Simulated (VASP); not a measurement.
# F2 in VASP: settings compared

One molecule, F2, is run at these levels: LDA, r2SCAN; tasks: relaxation of the atoms.

Program: VASP 6.6.1. These are calculated values, not measurements. Logs are shortened: lines on timing, memory, paths and dates and some standing lists are left out, and cuts for length are marked.

### Step 1. The molecule as given

The cell holds a molecule in a box, 2 atoms: a = 12.000 Å, b = 12.400 Å, c = 13.000 Å, α = 90.00°, β = 90.00°, γ = 90.00°.

### Step 2. Relaxation of the atoms, LDA

The input, INCAR:

```
ALGO = Normal ; EDIFF = 1E-7
EDIFFG = -0.005 ; ENCUT = 600
GGA = CA ; IBRION = 2
ISIF = 2 ; ISMEAR = 0
ISYM = 0 ; LASPH = T
LCHARG = F ; LREAL = F
LWAVE = F ; NELM = 80
NSW = 30 ; PREC = Accurate
SIGMA = 0.01
```

The input, KPOINTS:

```
k-points
0
Gamma
  1 1 1
```

The input, POSCAR:

```
F
1.0
   12.0000000000      0.0000000000      0.0000000000
    0.0000000000     12.4000000000      0.0000000000
    0.0000000000      0.0000000000     13.0000000000
F
2
Direct
    0.5000000000      0.5000000000      0.4456923077
    0.5000000000      0.5000000000      0.5543076923
```

Potentials or basis: VASP PAW LDA potentials, release 64 (F).

Run with:

```console
$ cat potpaw_LDA.64/F/POTCAR > POTCAR
$ mpirun -np 1 vasp_std > vasp.out
```

OUTCAR:

```text
EDIFF = 1E-7
   EDIFFG = -0.005
   ENCUT = 600
   GGA = CA
   IBRION = 2
   ISIF = 2
   ISMEAR = 0
   ISYM = 0
   LASPH = T
   LREAL = F
   NELM = 80
   NSW = 30
   PREC = Accurate

 ion  position               nearest neighbor table
   1  0.500  0.500  0.446-   2 1.41
   2  0.500  0.500  0.554-   1 1.41

IMPORTANT INFORMATION: All symmetrisations will be switched off!
NOSYMM: (Re-)initialisation of all symmetry stuff for point group C_1.

----------------------------------------------------------------------------------------

                                     Primitive cell

  volume of cell :    1934.4000

  direct lattice vectors                    reciprocal lattice vectors
    12.000000000  0.000000000  0.000000000     0.083333333  0.000000000  0.000000000
     0.000000000 12.400000000  0.000000000     0.000000000  0.080645161  0.000000000
     0.000000000  0.000000000 13.000000000     0.000000000  0.000000000  0.076923077

  length of vectors
    12.000000000 12.400000000 13.000000000     0.083333333  0.080645161  0.076923077

  position of ions in fractional coordinates (direct lattice)
     0.500000000  0.500000000  0.445692308
     0.500000000  0.500000000  0.554307692

  ion indices of the primitive-cell ions
   primitive index   ion index
                 1           1
                 2           2

----------------------------------------------------------------------------------------

 KPOINTS: k-points

Automatic generation of k-mesh.
 Grid dimensions read from file:
 generate k-points for:    1    1    1

 Generating k-lattice:

  Cartesian coordinates                     Fractional coordinates (reciprocal lattice)
     0.083333333  0.000000000  0.000000000     1.000000000  0.000000000  0.000000000
     0.000000000  0.080645161  0.000000000     0.000000000  1.000000000  0.000000000
     0.000000000  0.000000000  0.076923077     0.000000000  0.000000000  1.000000000

  Length of vectors
     0.083333333  0.080645161  0.076923077

  Shift w.r.t. Gamma in fractional coordinates (k-lattice)
     0.000000000  0.000000000  0.000000000

 Subroutine IBZKPT returns following result:
 ===========================================

 Found      1 irreducible k-points:

 Following reciprocal coordinates:
            Coordinates               Weight
  0.000000  0.000000  0.000000      1.000000
   k-points           NKPTS =      1   k-points in BZ     NKDIM =      1   number of bands    NBANDS=     11
   number of dos      NEDOS =    301   number of ions     NIONS =      2
   total plane-waves  NPLWV = ******
   dimension x,y,z NGX =    96 NGY =  100 NGZ =  108
   dimension x,y,z NGXF=   192 NGYF=  200 NGZF=  216
   ions per type =               2
   NGX,Y,Z   is equivalent  to a cutoff of  13.30, 13.41, 13.81 a.u.
   NGXF,Y,Z  is equivalent  to a cutoff of  26.60, 26.81, 27.62 a.u.
 SYSTEM =  unknown system
   PREC   = accura    normal or accurate (medium, high low for compatibility)
   ISTART =      0    job   : 0-new  1-cont  2-samecut
   ICHARG =      2    charge: 1-file 2-atom 10-const
   ISPIN  =      1    spin polarized calculation?
   LNONCOLLINEAR =      F non collinear calculations
   LSORBIT =      F    spin-orbit coupling
   LASPH  =      T    aspherical Exc in radial PAW
   ENCUT  =  600.0 eV  44.10 Ry    6.64 a.u.  23.97 24.77 25.96*2*pi/ulx,y,z
   NELM   =     80;   NELMIN=  2; NELMDL= -5     # of ELM steps
   EDIFF  = 0.1E-06   stopping-criterion for ELM
   LREAL  =      F    real-space projection
   EDIFFG = -.5E-02   stopping-criterion for IOM
   NSW    =     30    number of steps for IOM
   IBRION =      2    ionic relax: 0-MD 1-quasi-New 2-CG
   NFREE  =      1    steps in history (QN), initial steepest desc. (CG)
   ISIF   =      2    stress and relaxation
   ISYM   =      0    0-nonsym 1-usesym 2-fastsym
   POTIM  = 0.5000    time-step for ionic-motion
   TEBEG  =    0.0;   TEEND  =   0.0 temperature during run
   PSTRESS=    0.0 pullay stress
   NELECT =      14.0000    total number of electrons
   NUPDOWN=      -1.0000    fix difference up-down
   EMIN   =  10.00;   EMAX   =-10.00  energy-range for DOS
   EFERMI =   0.00;   METHOD = LEGACY
   ISMEAR =     0;   SIGMA  =   0.01  broadening in eV -4-tet -1-fermi 0-gaus
   EFERMI_NEDOS =   21; number of points for ismear=-14 and -15
   IALGO  =     38    algorithm
   IMIX   =      4    mixing-type and parameters
     AMIX     =   0.40;   BMIX     =  1.00
     AMIX_MAG =   1.60;   BMIX_MAG =  1.00
  volume/ion in A,a.u.               =     967.20      6526.99
  Fermi-wavevector in a.u.,A,eV,Ry     =   0.316666  0.598413  1.364360  0.100278
  Thomas-Fermi vector in A             =   1.199927
   LORBIT       =      0    0 simple, 1 ext, 2 COOP (PROOUT), +10 PAW based schemes
   GGA     = CA    functional components
   LHFCALC =     F    Hartree Fock is set to
   AEXX    =    0.0000 exact exchange contribution
   IVDW    =     0    specifies the selected vdW correction
   LEPSILON=     F    determine dielectric tensor
   LRPA    =     F    only Hartree local field effects (RPA)
 conjugate gradient relaxation of ions
 non-spin polarized calculation
 Gauss-broadening in eV      SIGMA  =   0.01
  energy-cutoff  :      600.00
  volume of cell :     1934.40
 maximum number of plane-waves:     64477
 NGX is ok and might be reduce to    96
   NGX = 47   NGY = 49   NGZ = 51

--------------------------------------- Ionic step        1  -------------------------------------------

 number of electron      14.0000002 magnetization

 Free energy of the ion-electron system (eV)
  ---------------------------------------------------
  ext. energy  EPLUGINS =         0.00000000
  ---------------------------------------------------
  free energy    TOTEN  =        -4.10514316 eV

  energy without entropy =       -4.10514316  energy(sigma->0) =       -4.10514316

------------------------ aborting loop because EDIFF is reached ----------------------------------------

  FORCE on cell =-STRESS in cart. coord.  units (eV):
  Direction    XX          YY          ZZ          XY          YZ          ZX
  --------------------------------------------------------------------------------------
  -------------------------------------------------------------------------------------
  Total       -0.0831449     -0.0835155     -0.8575591      0.0000000     -0.0000001     -0.0000000
  in kB       -0.0688652     -0.0691722     -0.7102780      0.0000000     -0.0000001     -0.0000000
  external PRESSURE =      -0.2827718 kB  Pullay stress =       0.0000000 kB

 VOLUME and BASIS-vectors are now :
 -----------------------------------------------------------------------------
  energy-cutoff  :      600.00
  volume of cell :     1934.40
      direct lattice vectors                 reciprocal lattice vectors
    12.000000000  0.000000000  0.000000000     0.083333333  0.000000000  0.000000000
     0.000000000 12.400000000  0.000000000     0.000000000  0.080645161  0.000000000
     0.000000000  0.000000000 13.000000000     0.000000000  0.000000000  0.076923077

 POSITION                                       TOTAL-FORCE (eV/Angst)
 -----------------------------------------------------------------------------------
      6.00000      6.20000      5.79400        -0.000000      0.000000      0.523045
      6.00000      6.20000      7.20600         0.000000     -0.000000     -0.523045
 -----------------------------------------------------------------------------------
    total drift:                               -0.000000     -0.000000     -0.000002

  FREE ENERGIE OF THE ION-ELECTRON SYSTEM (eV)
  ---------------------------------------------------
  free  energy   TOTEN  =        -4.1051431558 eV

  energy  without entropy=       -4.1051431558  energy(sigma->0) =       -4.10514316

--------------------------------------- Ionic step        2  -------------------------------------------

 number of electron      14.0000002 magnetization

------------------------ aborting loop because EDIFF is reached ----------------------------------------

  FORCE on cell =-STRESS in cart. coord.  units (eV):
  Direction    XX          YY          ZZ          XY          YZ          ZX
  --------------------------------------------------------------------------------------
  -------------------------------------------------------------------------------------
  Total       -0.0861565     -0.0865718      2.0696410     -0.0000000     -0.0000000      0.0000000
  in kB       -0.0713596     -0.0717036      1.7141915     -0.0000000     -0.0000000      0.0000000
  external PRESSURE =       0.5237094 kB  Pullay stress =       0.0000000 kB

 VOLUME and BASIS-vectors are now :
 -----------------------------------------------------------------------------
  energy-cutoff  :      600.00
  volume of cell :     1934.40
      direct lattice vectors                 reciprocal lattice vectors
    12.000000000  0.000000000  0.000000000     0.083333333  0.000000000  0.000000000
     0.000000000 12.400000000  0.000000000     0.000000000  0.080645161  0.000000000
     0.000000000  0.000000000 13.000000000     0.000000000  0.000000000  0.076923077

 POSITION                                       TOTAL-FORCE (eV/Angst)
 -----------------------------------------------------------------------------------
      6.00000      6.20000      5.81923        -0.000000      0.000000     -1.619835
      6.00000      6.20000      7.18077         0.000000     -0.000000      1.619835
 -----------------------------------------------------------------------------------
    total drift:                                0.000000     -0.000000     -0.000000

  FREE ENERGIE OF THE ION-ELECTRON SYSTEM (eV)
  ---------------------------------------------------
  free  energy   TOTEN  =        -4.0802485109 eV

  energy  without entropy=       -4.0802485109  energy(sigma->0) =       -4.08024851

--------------------------------------- Ionic step        3  -------------------------------------------

 number of electron      14.0000002 magnetization

 Free energy of the ion-electron system (eV)
  ---------------------------------------------------
  ext. energy  EPLUGINS =         0.00000000
  ---------------------------------------------------
  free energy    TOTEN  =        -4.10881253 eV

  energy without entropy =       -4.10881253  energy(sigma->0) =       -4.10881253

 E-fermi :  -9.4506     XC(G=0):  -0.2712

 val. band max:       -9.5085825225   @ k =   0.0000   0.0000   0.0000
 cond. band min:      -5.9921278127   @ k =   0.0000   0.0000   0.0000
 fundamental gap:      3.5164547099
 Fermi energy:        -9.4505982294

 k-point     1 :       0.0000    0.0000    0.0000
  band No.  band energies     occupation
      1     -34.1230      2.00000
      2     -27.3124      2.00000
      3     -15.7311      2.00000
      4     -13.0859      2.00000
      5     -13.0858      2.00000
      6      -9.5086      2.00000
      7      -9.5086      2.00000
      8      -5.9921      0.00000
      9      -0.1850      0.00000
     10       0.6144      0.00000
     11       0.7661      0.00000

------------------------ aborting loop because EDIFF is reached ----------------------------------------

  FORCE on cell =-STRESS in cart. coord.  units (eV):
  Direction    XX          YY          ZZ          XY          YZ          ZX
  --------------------------------------------------------------------------------------
  -------------------------------------------------------------------------------------
  Total       -0.0840900     -0.0844552     -0.1219252     -0.0000000      0.0000000      0.0000000
  in kB       -0.0696480     -0.0699504     -0.1009852     -0.0000000      0.0000000      0.0000000
  external PRESSURE =      -0.0801945 kB  Pullay stress =       0.0000000 kB

 VOLUME and BASIS-vectors are now :
 -----------------------------------------------------------------------------
  energy-cutoff  :      600.00
  volume of cell :     1934.40
      direct lattice vectors                 reciprocal lattice vectors
    12.000000000  0.000000000  0.000000000     0.083333333  0.000000000  0.000000000
     0.000000000 12.400000000  0.000000000     0.000000000  0.080645161  0.000000000
     0.000000000  0.000000000 13.000000000     0.000000000  0.000000000  0.076923077

 POSITION                                       TOTAL-FORCE (eV/Angst)
 -----------------------------------------------------------------------------------
      6.00000      6.20000      5.80093         0.000000      0.000000     -0.001413
      6.00000      6.20000      7.19907        -0.000000     -0.000000      0.001413
 -----------------------------------------------------------------------------------
    total drift:                               -0.000000      0.000000      0.000001

  FREE ENERGIE OF THE ION-ELECTRON SYSTEM (eV)
  ---------------------------------------------------
  free  energy   TOTEN  =        -4.1088125310 eV

  energy  without entropy=       -4.1088125310  energy(sigma->0) =       -4.10881253

 reached required accuracy - stopping structural energy minimisation
```

Wall time 2.7 min (1 thread of Intel Xeon Platinum 8559C (Emerald Rapids), shared host); peak memory 1 GiB.

What came out:

- Free energy: -4.1088 eV
- Energy gained by relaxing: 1.8 meV/atom
- Ionic steps: 3
- Gap between the frontier levels: 3.52 eV

The path:
```tsv
step	energy change (eV)	largest force (eV/Å)	pressure (GPa)
1	0.0000	0.5230	-0.03
2	0.0249	1.6198	0.05
3	-0.0037	0.0014	-0.01
```

Final structure:
```cif
data_structure
_symmetry_space_group_name_H-M 'P 1'
_symmetry_Int_Tables_number 1
_cell_length_a 12.0000
_cell_length_b 12.4000
_cell_length_c 13.0000
_cell_angle_alpha 90.000
_cell_angle_beta 90.000
_cell_angle_gamma 90.000
_cell_volume 1934.40
loop_
_atom_site_label
_atom_site_type_symbol
_atom_site_fract_x
_atom_site_fract_y
_atom_site_fract_z
_atom_site_occupancy
F1 F 0.50000 0.50000 0.44623 1
F2 F 0.50000 0.50000 0.55377 1
```

Levels at points of the mesh, in eV from the valence-band top:
```
           k point  band 4  band 5  band 6  band 7  band 8  band 9  band 10  band 11
(0.00, 0.00, 0.00)   -3.58   -3.58    0.00    0.00    3.52    9.32    10.12    10.27
```

### Step 3. Relaxation of the atoms, r2SCAN

The input, INCAR:

```
  ALGO = Normal
  EDIFF = 1E-7
  EDIFFG = -0.005
  ENCUT = 600
  IBRION = 2
  ISIF = 2
  ISMEAR = 0
  ISYM = 0
  LASPH = T
  LCHARG = F
  LMIXTAU = T
  LREAL = F
  LWAVE = F
  METAGGA = R2SCAN
  NELM = 80
  NSW = 30
  PREC = Accurate
  SIGMA = 0.01
```

KPOINTS is that of step 2.

POSCAR is that of step 2.

Potentials or basis: VASP PAW PBE potentials, release 64 (F).

Run with:

```console
$ cat potpaw_PBE.64/F/POTCAR > POTCAR
$ mpirun -np 1 vasp_std > vasp.out
```

OUTCAR:

```text
EDIFF = 1E-7
   EDIFFG = -0.005
   ENCUT = 600
   IBRION = 2
   ISIF = 2
   ISMEAR = 0
   ISYM = 0
   LASPH = T
   LREAL = F
   METAGGA = R2SCAN
   NELM = 80
   NSW = 30
   PREC = Accurate

 ion  position               nearest neighbor table
   1  0.500  0.500  0.446-   2 1.41
   2  0.500  0.500  0.554-   1 1.41

IMPORTANT INFORMATION: All symmetrisations will be switched off!
NOSYMM: (Re-)initialisation of all symmetry stuff for point group C_1.

----------------------------------------------------------------------------------------

                                     Primitive cell

  volume of cell :    1934.4000

  direct lattice vectors                    reciprocal lattice vectors
    12.000000000  0.000000000  0.000000000     0.083333333  0.000000000  0.000000000
     0.000000000 12.400000000  0.000000000     0.000000000  0.080645161  0.000000000
[... 122 lines left out ...]
  external PRESSURE =      -0.1028380 kB  Pullay stress =       0.0000000 kB
[... 59 lines left out ...]
--------------------------------------- Ionic step        3  -------------------------------------------

 number of electron      14.0000002 magnetization

 Free energy of the ion-electron system (eV)
  ---------------------------------------------------
  ext. energy  EPLUGINS =         0.00000000
  ---------------------------------------------------
  free energy    TOTEN  =        -6.14233485 eV

  energy without entropy =       -6.14233485  energy(sigma->0) =       -6.14233485

 E-fermi :  -9.8323     XC(G=0):  -0.1843

 val. band max:       -9.9216342404   @ k =   0.0000   0.0000   0.0000
 cond. band min:      -5.4305570775   @ k =   0.0000   0.0000   0.0000
 fundamental gap:      4.4910771629
 Fermi energy:        -9.8323391263

 k-point     1 :       0.0000    0.0000    0.0000
  band No.  band energies     occupation
      1     -35.6478      2.00000
      2     -29.1419      2.00000
      3     -15.6662      2.00000
      4     -13.3977      2.00000
      5     -13.3976      2.00000
      6      -9.9217      2.00000
      7      -9.9216      2.00000
      8      -5.4306      0.00000
      9       0.0071      0.00000
     10       0.8847      0.00000
     11       0.9051      0.00000
[... 27 lines left out ...]
  FREE ENERGIE OF THE ION-ELECTRON SYSTEM (eV)
  ---------------------------------------------------
  free  energy   TOTEN  =        -6.1423348483 eV

  energy  without entropy=       -6.1423348483  energy(sigma->0) =       -6.14233485

 reached required accuracy - stopping structural energy minimisation
```

OSZICAR:

```text
N       E                     dE             d eps       ncg     rms          rms(c)
DAV:   1     0.174725637368E+03    0.17473E+03   -0.32679E+03    30   0.718E+02
DAV:   2     0.395098651714E+02   -0.13522E+03   -0.13453E+03    38   0.142E+02
DAV:   3    -0.828382888003E+01   -0.47794E+02   -0.47730E+02    28   0.130E+02
[... 78 lines left out ...]
DAV:  14    -0.614233419674E+01    0.34400E-06   -0.38918E-07    22   0.119E-02    0.514E-05
DAV:  15    -0.614233483484E+01   -0.63810E-06   -0.26025E-07    22   0.993E-03    0.158E-05
DAV:  16    -0.614233473472E+01    0.10012E-06   -0.19845E-07    22   0.880E-03    0.116E-05
DAV:  17    -0.614233484598E+01   -0.11126E-06   -0.10319E-07    28   0.667E-03    0.147E-05
DAV:  18    -0.614233484833E+01   -0.23474E-08   -0.56264E-08    22   0.519E-03
   3 F= -.61423348E+01 E0= -.61423348E+01  d E =-.999162E-04
```

Wall time 25 min (1 thread of Intel Xeon Platinum 8259CL at 2.50GHz (Skylake/Cascade Lake), shared host); peak memory 2.4 GiB.

What came out:

* Free energy: -6.1423 eV
* Energy gained by relaxing: 0.0 meV/atom
* Ionic steps: 3
* Largest force after relaxing: 0.004 eV/Å
* Gap between the frontier levels: 4.49 eV

Forces on the atoms (eV/Å):
```
F    0.000  0.000 -0.004
F    0.000  0.000  0.004
```

Final structure:
```cif
data_structure
_symmetry_space_group_name_H-M 'P 1'
_symmetry_Int_Tables_number 1
_cell_length_a 12.0000
_cell_length_b 12.4000
_cell_length_c 13.0000
_cell_angle_alpha 90.000
_cell_angle_beta 90.000
_cell_angle_gamma 90.000
_cell_volume 1934.40
loop_
_atom_site_label
_atom_site_type_symbol
_atom_site_fract_x
_atom_site_fract_y
_atom_site_fract_z
_atom_site_occupancy
F1 F 0.50000 0.50000 0.44577 1
F2 F 0.50000 0.50000 0.55423 1
```

Caveat: the PAW data sets were made with another functional, which shifts forces and pressure a little. r2SCAN opens gaps a little over a GGA but as a rule still falls short of measured ones.
